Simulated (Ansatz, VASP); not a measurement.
Two plane-wave programs on InSb

```
In Sb
1.0
     0.00000    3.23910    3.49823
     3.23910    0.00000    3.49823
     3.23910    3.23910    0.00000
In Sb
1 1
Direct
  0.00000 0.00000 0.00000
  0.75000 0.75000 0.75000
```

Change from the starting cell: strain +0.000 along x and y, +0.080 along z, atoms carried along.

Alike in both runs: task single point; functional PBE; k mesh 12 × 12 × 12; occupations gaussian, width 0.15 eV; no spin polarisation.

|  | VASP | Ansatz |
| --- | --- | --- |
| version | VASP 6.6.1 | Ansatz 0.2.0 |
| potentials or method | VASP PAW PBE potentials, release 64 (In_d, Sb) | scalar-relativistic, plane waves, PAW |
| plane-wave cutoff (eV) | 520 | 420 |
| valence electrons in the cell | 18 | 28 |

|  | VASP | Ansatz | Ansatz less VASP |
| --- | --- | --- | --- |
| gap on the k mesh at the Fermi level (eV) | none | none | - |
| pressure (GPa) | -0.3 | -0.2 | +0.03 |
| largest component of the traceless stress (GPa) | 1.53 | 1.53 | 0.000 |

A gap of «none» marks a metal or a gap that the smearing closes. With one functional, cell and mesh, what is left measures potentials, basis and numerics. The two sets of potentials don't hold the same shells in valence.

The runs have no spin-orbit coupling, so splittings on Sb are missing.
